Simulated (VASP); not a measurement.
A run of VASP 6.6.1 is set up as follows.

Contents of INCAR:

```
SYSTEM = Si
ALGO     = Fast           ! electronic algorithm
EDIFF    = 1E-6           ! SCF threshold, eV
ENCUT    = 520            ! plane-wave cutoff, eV
GGA      = CA             ! functional
ISIF     = 2              ! what is computed and relaxed
ISMEAR   = -1             ! smearing method
LASPH    = .TRUE.         ! aspherical terms in the spheres
LCHARG   = .FALSE.        ! write CHGCAR
LREAL    = .FALSE.        ! projectors in reciprocal space
LWAVE    = .FALSE.        ! write WAVECAR
NBANDS   = 11             ! bands
NELM     = 100            ! most SCF steps
PREC     = Accurate       ! precision mode
SIGMA    = 0.05           ! smearing width, eV
```

File KPOINTS:

```
k-points
0
G
  8 8 8
  0 0 0
```

The input POSCAR:

```
Si
1.0
   -0.0573530000      2.7249620000      2.6643970000
    2.6852670000     -0.0761020000      2.6831470000
    2.6646140000      2.7230590000     -0.0554490000
Si
2
Direct
    0.5000000000      0.5000000000      0.5000000000
    0.7500000000      0.7500000000      0.7500000000
```

Potentials or basis: VASP PAW LDA potentials, release 64 (Si).

The run is started by

```console
$ cat potpaw_LDA.64/Si/POTCAR > POTCAR
$ mpirun -np 1 vasp_std > vasp.out
```

Q: What does it give for the pressure?

A: -1.9 GPa.

Q: Estimate the band gap on the k mesh.

A: 0.33 eV, indirect (least direct gap 2.18 eV).

Q: Predict the largest force.

A: 0.415 eV/Å.

Forces on the atoms (eV/Å):
```
Si  -0.265 -0.160 -0.276
Si   0.265  0.160  0.276
```

A k mesh can miss the band edges.
